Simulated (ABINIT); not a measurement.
# GaP (F-43m): G0W0 in ABINIT against the screening cutoff in the self-energy, part 2 of 2

Aim: move the screening cutoff in the self-energy of a G0W0 run on GaP (F-43m) over a wide range.

ABINIT 10.8.3; PBE and many-body steps on it, plane waves. Known limits of the many-body steps: not at the basis limit; exchange with frozen shells missing; no spin-orbit coupling; coarse k mesh.

So far. Step 2 (Screening, 4×4×4 mesh, 268 bands, screening to 272.1 eV): Local fields lower ε∞ by 8 %. On a Γ-centred mesh this coarse the value itself is usually too large, while a short band sum pulls it down. Step 5 (3.5 Ha): The gap on the mesh goes from 1.65 eV to 2.01 eV, a correction of +0.36 eV.

### Step 6. 5 Ha

Level of this step: G0W0 on PBE, plane waves, norm-conserving pseudopotentials (ABINIT).

The input, run.abi:

```
acell 3*1.0 Angstrom
rprim 
  0.000000000000 2.725250000000 2.725250000000
  2.725250000000 0.000000000000 2.725250000000
  2.725250000000 2.725250000000 0.000000000000
ntypat 2
znucl 31 15
natom 2
typat 1 2
xred 
  0.000000000000 0.000000000000 0.000000000000
  0.250000000000 0.250000000000 0.250000000000
pp_dirpath "pseudos"
pseudos "Ga.upf, P.upf"
ecut 36
ngkpt 4 4 4
nshiftk 1
shiftk 0 0 0
kptopt 1
chksymbreak 0
istwfk *1
occopt 1
irdwfk 1
optdriver 4
nband 268
gwcalctyp 0
ecutsigx 36
symsigma 1
nkptgw 2
kptgw 
  0.0000000000 0.0000000000 0.0000000000
  0.5000000000 0.5000000000 0.0000000000
bdgw 
  7 13
  8 11
ecuteps 5
irdscr 1
ppmodel 1
indata_prefix "in"
outdata_prefix "out"
tmpdata_prefix "tmp"
```

On the command line:

```console
OMP_NUM_THREADS=1 mpirun -n 8 abinit run.abi > log
```

The program printed:

```text
.Version 10.8.3 of ABINIT. v10.8.2 released Aug 2026.

 Symmetries : space group F-4 3 m (#216); Bravais cF (face-center cubic)
[... echo of the input left out ...]
== DATASET  1 ==================================================================
-   mpi_nproc: 8, omp_nthreads: 1 (-1 if OMP is not activated)

--- !DatasetInfo
iteration_state: {dtset: 1, }
dimensions: {natom: 2, nkpt: 8, mband: 268, nsppol: 1, nspinor: 1, nspden: 1, mpw: 2832, }
cutoff_energies: {ecut:  36.0, pawecutdg:  -1.0, }
[...]
Band     E0 <VxcDFT>   SigX SigC(E0)      Z dSigC/dE  Sig(E)    E-E0       E
[...]
10   6.010  -9.355  -5.501  -3.963   0.807  -0.239  -9.443  -0.088   5.921
       11   6.179 -10.511  -6.390  -4.105   0.799  -0.252 -10.498   0.013   6.192

== END DATASET(S) ==============================================================
================================================================================

 -outvars: echo values of variables after computation  --------
           etotal      0.0000000000E+00
            nband         268
             nkpt           8
          spgroup         216
 [... the other variables as echoed above ...]

 Calculation completed.
```

It took 6 s on 8 MPI ranks of Intel Xeon Platinum 8488C (Sapphire Rapids), shared host; peak memory 1.1 GiB.

This step gave:

```yaml
g0w0_gap_on_the_points_computed: 2.130 eV
starting_gap_on_the_mesh: 1.653 eV
k_of_the_valence_top: 0, 0, 0
k_of_the_conduction_bottom: 0.5, 0.5, 0
least_direct_g0w0_gap_on_the_computed_points: 2.322 eV
```

Against the run before, the gap moves by +0.118 eV.

### Step 7. 7.5 Ha

Edit run.abi of step 6 so:

```diff
@@ -35,3 +35,3 @@
   8 11
-ecuteps 5
+ecuteps 7.5
 irdscr 1
```

The program printed:

```text
.Version 10.8.3 of ABINIT. v10.8.2 released Aug 2026.

 Symmetries : space group F-4 3 m (#216); Bravais cF (face-center cubic)
[... echo of the input left out ...]
== DATASET  1 ==================================================================
-   mpi_nproc: 8, omp_nthreads: 1 (-1 if OMP is not activated)

--- !DatasetInfo
iteration_state: {dtset: 1, }
dimensions: {natom: 2, nkpt: 8, mband: 268, nsppol: 1, nspinor: 1, nspden: 1, mpw: 2832, }
cutoff_energies: {ecut:  36.0, pawecutdg:  -1.0, }
[...]
Band     E0 <VxcDFT>   SigX SigC(E0)      Z dSigC/dE  Sig(E)    E-E0       E
[...]
10   6.010  -9.355  -5.501  -3.982   0.807  -0.240  -9.458  -0.103   5.906
       11   6.179 -10.511  -6.390  -4.128   0.799  -0.252 -10.516  -0.006   6.174

== END DATASET(S) ==============================================================
================================================================================

 -outvars: echo values of variables after computation  --------
           etotal      0.0000000000E+00
            nband         268
             nkpt           8
          spgroup         216
 [... the other variables as echoed above ...]

 Calculation completed.
```

The job ended after 14 s (8 MPI ranks; peak memory 2 GiB; 1.9 min of CPU time).

Numbers from this step:

```
G0W0 gap on the points computed              : 2.186 eV
starting gap on the mesh                     : 1.653 eV
k of the valence top                         : 0, 0, 0
k of the conduction bottom                   : 0.5, 0.5, 0
least direct G0W0 gap on the computed points : 2.329 eV
```

Against the run before, the gap moves by +0.056 eV.

### Step 8. 10 Ha

Edit run.abi of step 7 so:

```diff
@@ -35,3 +35,3 @@
   8 11
-ecuteps 7.5
+ecuteps 10
 irdscr 1
```

The program printed:

```text
.Version 10.8.3 of ABINIT. v10.8.2 released Aug 2026.

 Symmetries : space group F-4 3 m (#216); Bravais cF (face-center cubic)
[... echo of the input left out ...]
== DATASET  1 ==================================================================
-   mpi_nproc: 8, omp_nthreads: 1 (-1 if OMP is not activated)

--- !DatasetInfo
iteration_state: {dtset: 1, }
dimensions: {natom: 2, nkpt: 8, mband: 268, nsppol: 1, nspinor: 1, nspden: 1, mpw: 2832, }
cutoff_energies: {ecut:  36.0, pawecutdg:  -1.0, }
[...]
Band     E0 <VxcDFT>   SigX SigC(E0)      Z dSigC/dE  Sig(E)    E-E0       E
[...]
10   6.010  -9.355  -5.501  -3.983   0.807  -0.240  -9.459  -0.104   5.906
       11   6.179 -10.511  -6.390  -4.129   0.799  -0.252 -10.517  -0.007   6.173

== END DATASET(S) ==============================================================
================================================================================

 -outvars: echo values of variables after computation  --------
           etotal      0.0000000000E+00
            nband         268
             nkpt           8
          spgroup         216
 [... the other variables as echoed above ...]

 Calculation completed.
```

Wall time 26 s (8 MPI ranks); peak memory 2.4 GiB; 3.4 min of CPU time.

Numbers from this step:

- G0W0 gap on the points computed: 2.194 eV
- starting gap on the mesh: 1.653 eV
- k of the valence top: 0, 0, 0
- k of the conduction bottom: 0.5, 0.5, 0
- least direct G0W0 gap on the computed points: 2.330 eV

Against the run before, the gap moves by +0.008 eV.

### Step 9. The runs together

Times are wall times on 8 MPI ranks of Intel Xeon Platinum 8488C (Sapphire Rapids), shared host, good to a factor of about two. A run's time includes the screening step that it read.

```csv
run,mesh,bands,screening cutoff (eV),DFT gap (eV),gap on the mesh (eV),direct (eV),ε∞ used,time
1 Ha,4×4×4,268,27.2,1.653,1.703,2.227,18.10,39 s
2 Ha,4×4×4,268,54.4,1.653,1.782,2.273,18.10,39 s
3.5 Ha,4×4×4,268,95.2,1.653,2.012,2.330,18.10,40 s
5 Ha,4×4×4,268,136.1,1.653,2.130,2.322,18.10,42 s
7.5 Ha,4×4×4,268,204.1,1.653,2.186,2.329,18.10,50 s
10 Ha,4×4×4,268,272.1,1.653,2.194,2.330,18.10,62 s
```

### Step 10. Summary of results

```
1 Ha         : 1.703 eV
2 Ha         : 1.782 eV
3.5 Ha       : 2.012 eV
5 Ha         : 2.130 eV
7.5 Ha       : 2.186 eV
10 Ha        : 2.194 eV
known limits : not at the basis limit; exchange with frozen shells missing; no spin-orbit coupling; coarse k mesh
```

What this shows: The setting moved: screening cutoff in the self-energy. From 1 Ha to 10 Ha the gap moves by +0.49 eV. It holds to 0.03 eV from 7.5 Ha on. Bands and screening cutoff are coupled, so a series along one setting does not show full convergence. Bands and cutoff are finite, so the gap is not at the basis limit. The miss can reach some tenths of an eV and take either sign; the mesh is an error of its own. In the G0W0 runs levels were corrected at 2 k points alone, so a gap called «on the mesh» is the least over those, and an edge elsewhere would be missed. The 4×4×4 mesh is coarse for this cell, which bears on the long-range parts of exchange and screening. The norm-conserving file of at least one element keeps a d shell over frozen s and p shells of the same row. Exchange with those shells is missing from the self-energy, an error of 0.3 to 0.9 eV in cases checked, whose sign depends on which edge lies on those atoms. The many-body steps are scalar-relativistic: spin-orbit coupling is not in them.

[Paths, hosts, dates, memory and timing lines, banners, echoed tables and standing remarks are left out of the program output.]

[Logs are printed without paths, hosts, clocks, repeated set-up lines and the standing remarks that a program may print on its own settings, such as how far it seeks lower states.]

[Runs of the session that timed out or met a known fault of the program may be left out.]

[Hosts, paths, dates, database ids (printed as entryN), source tags and the programs' standing remarks are cut or masked in the printed files.]

[G0W0 gaps are taken among the corrected bands and points alone; a level outside them can change the order at an edge.]

[Where Ansatz stands beside ABINIT at settings called matched, ABINIT's density can come from a denser mesh and the files from another edition; pairs whose starting gaps differed by over 0.03 eV were left out, so agreement reads better than it is.]
